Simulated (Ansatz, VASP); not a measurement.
Two plane-wave programs on Re

INCAR

```
SYSTEM = Re
ALGO = Normal
EDIFF = 1E-6
ENCUT = 520
GGA = PE
ISIF = 2
ISMEAR = -1
LASPH = .TRUE.
LCHARG = .FALSE.
LREAL = .FALSE.
LWAVE = .FALSE.
NBANDS = 10
NELM = 100
PREC = Accurate
SIGMA = 0.1
```

File KPOINTS:

```
k-points
0
G
  10 10 10
  0 0 0
```

POSCAR

```
Re
1.0
    0.0000000000      1.9415189557      1.9415189557
    1.9415189557      0.0000000000      1.9415189557
    1.9415189557      1.9415189557      0.0000000000
Re
1
Direct
    0.0000000000      0.0000000000      0.0000000000
```

Input for Ansatz:

```yaml
crystal:
  lattice:
    - [0.0, 1.941518955670828, 1.941518955670828]
    - [1.941518955670828, 0.0, 1.941518955670828]
    - [1.941518955670828, 1.941518955670828, 0.0]
  atoms:
    - { symbol: Re, position: [0.0, 0.0, 0.0] }
basis:
  ecutwfc: 500.0
kpoints:
  mp_grid:
    grid: [10, 10, 10]
hamiltonian:
  xc: pbe
scf:
  occupations:
    method: fermi_dirac
output:
  stress: true
```

This isn't the form of Re at room conditions, which is hcp.

Alike in both runs: task single point; functional PBE; k mesh 10 × 10 × 10; no spin polarisation.

|  | VASP | Ansatz |
| --- | --- | --- |
| version | VASP 6.6.1 | Ansatz 0.2.0 |
| potentials or method | VASP PAW PBE potentials, release 64 (Re) | plane waves, PAW |
| plane-wave cutoff (eV) | 520 | 500 |
| occupations | fermi-dirac, width 0.1 eV | fermi-dirac |
| valence electrons in the cell | 7 | 15 |

|  | VASP | Ansatz | Ansatz less VASP |
| --- | --- | --- | --- |
| pressure (GPa) | 9.0 | 9.4 | +0.37 |

The two sets of potentials don't hold the same shells in valence.

Spin-orbit coupling is left out, which matters for the levels of Re.
